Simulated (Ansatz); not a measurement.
InCuS2 (chalcopyrite, I-42d), DFT-r²SCAN in the program Ansatz with PAW potentials, all energies at zero smearing, with the estimated change up to a 700 eV cutoff added, with one set of potentials and settings (totals compare only within such a set). Cell of 8 atoms (2 In, 2 Cu, 4 S): -28114.646 eV.

```tsv
element	reference phase	E (eV/atom)
In	I4/mmm, 1 atoms in the cell	-5611.8812
Cu	Fm-3m, 1 atoms in the cell	-6631.2549
S	P2/c, 32 atoms in the cell	-905.8150
```

Formation energy per atom, worked out: (-28114.646 − 2×(-5611.8812) − 2×(-6631.2549) − 4×(-905.8150))/8 = -0.639 eV/atom (-62 kJ per mol of atoms), at 0 K, without zero-point energy or fitted corrections.

Symmetry was held in the r²SCAN relaxation. The run is not spin-polarised. The references are the lowest solids computed at this level, not always the standard phases.

Potentials: the earlier of the program's two PAW sets.
